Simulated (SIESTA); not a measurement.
Runs of SIESTA 5.4.2 on NaH. The structure is cubic, space group Fm-3m (No. 225). Conventional cell: a = 4.880 Å, b = 4.880 Å, c = 4.880 Å, α = 90.00°, β = 90.00°, γ = 90.00°. Na (site symmetry m-3m) is surrounded by 6 H at 2.44 Å. H (site symmetry m-3m) is surrounded by 6 Na at 2.44 Å. 

```tsv
task	level	potentials or basis	pressure (GPa)
band structure	AM05	PseudoDojo 0.4 standard (PBEsol files), DZP (energy shift 0.003 Ry; two zetas on semicore shells)	(a)
band structure	LDA	PseudoDojo 0.4 standard (LDA files), DZP (energy shift 0.003 Ry; two zetas on semicore shells)	-2.4
band structure	vdW-DF-cx	PseudoDojo 0.4 standard (PBE files), DZP (energy shift 0.003 Ry; two zetas on semicore shells)	0.2
band structure	PBEsol	PseudoDojo 0.4 standard (PBEsol files), DZP (energy shift 0.003 Ry; two zetas on semicore shells)	-0.9
```

Alike in all rows: no spin polarisation; cell as given; k mesh 9 × 9 × 9; smearing fermi-dirac 0.05 eV; grid cutoff 800 Ry; energy shift 0.003 Ry.

Task: Fill in the values left out.

Result: (a) -0.3.

Caveats: the basis of atomic orbitals isn't converged, which shifts pressures, moduli and gaps; the potentials were made for another functional, which shifts forces and pressure (some runs).
